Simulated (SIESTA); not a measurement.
Runs of SIESTA 5.4.2 on MgB2. Symmetry: P6/mmm, No. 191, hexagonal system. The conventional cell has a = 3.085 Å, b = 3.085 Å, c = 3.523 Å, α = 90.00°, β = 90.00°, γ = 120.00°. Mg (site symmetry 6/mmm) is surrounded by 12 B at 2.51 Å. B (site symmetry -6m2) is surrounded by 3 B at 1.78 Å. 

```csv
task,level,potentials or basis,cell,gap on the mesh (eV),pressure (GPa)
band structure,BLYP,"PseudoDojo 0.4 standard (PBE files), DZP (energy shift 0.003 Ry; two zetas on semicore shells)",as given,none,(a)
band structure,vdW-DF-cx,"PseudoDojo 0.4 standard (PBE files), DZP (energy shift 0.003 Ry; two zetas on semicore shells)",as given,none,3.6
band structure,PBEsol,"PseudoDojo 0.4 standard (PBEsol files), DZP (energy shift 0.003 Ry; two zetas on semicore shells)",as given,none,2.4
band structure,AM05,"PseudoDojo 0.4 standard (PBEsol files), DZP (energy shift 0.003 Ry; two zetas on semicore shells)",as given,none,2.2
single point,PBEsol,"PseudoDojo 0.4 standard (PBEsol files), DZP (energy shift 0.003 Ry; two zetas on semicore shells)","atoms moved at random, drawn with an rms of 0.05 Å",none,2.6
single point,PBEsol,"PseudoDojo 0.4 standard (PBEsol files), DZP (energy shift 0.003 Ry; two zetas on semicore shells)",as given,none,2.4
```

Alike in all rows: no spin polarisation; k mesh 10 × 10 × 8; smearing fermi-dirac 0.05 eV; grid cutoff 800 Ry; energy shift 0.003 Ry.

**Question.** Fill in the values left out.

**Answer.** (a) 7.2.

Caveats: the basis of atomic orbitals isn't converged, which shifts pressures, moduli and gaps; the potentials were made for another functional, which shifts forces and pressure (some runs).

A gap of «none» marks a metal or a gap under the smearing width.
